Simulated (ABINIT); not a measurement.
Crystal: ScAl3.

```
Sc Al
1.0
     4.08781    0.00000    0.00000
     0.00000    4.08781    0.00000
     0.00000    0.00000    4.08781
Sc Al
1 3
Direct
  0.00000 0.00000 0.00000
  0.50000 0.50000 0.00000
  0.00000 0.50000 0.50000
  0.50000 0.00000 0.50000
```

The cell is a database's computed one.

Base run:

```yaml
Program: ABINIT 10.8.3 (patched build)
Functional: rPW86PBE
Potentials_or_basis: JTH PAW PBE v2.0
Cutoff: 544 eV
k_mesh: 7 × 7 × 7
Occupations: fermi-dirac, width 0.05 eV
Spin: no spin polarisation
```

Its results: band gap on the k mesh none (metal or under the smearing width); pressure 1.5 GPa.

After a change of settings the same cell gave: band gap on the k mesh none (metal or under the smearing width); pressure -1.0 GPa. Which change was it?
A. functional from rPW86PBE to LDA; potentials or basis from JTH PAW PBE v2.0 to PseudoDojo NC SR LDA v0.4 stringent; cutoff from 544 eV to 1061 eV
B. functional from rPW86PBE to LDA; potentials or basis from JTH PAW PBE v2.0 to PseudoDojo NC SR LDA v0.4.1 standard; cutoff from 544 eV to 1061 eV
C. functional from rPW86PBE to PW91
D. functional from rPW86PBE to PBEsol; k mesh from 7 × 7 × 7 to 6 × 6 × 6

D.

Caveats: the PAW data sets were made with another functional, which shifts forces and pressure a little.

Runs at the PBE level aren't shown here.
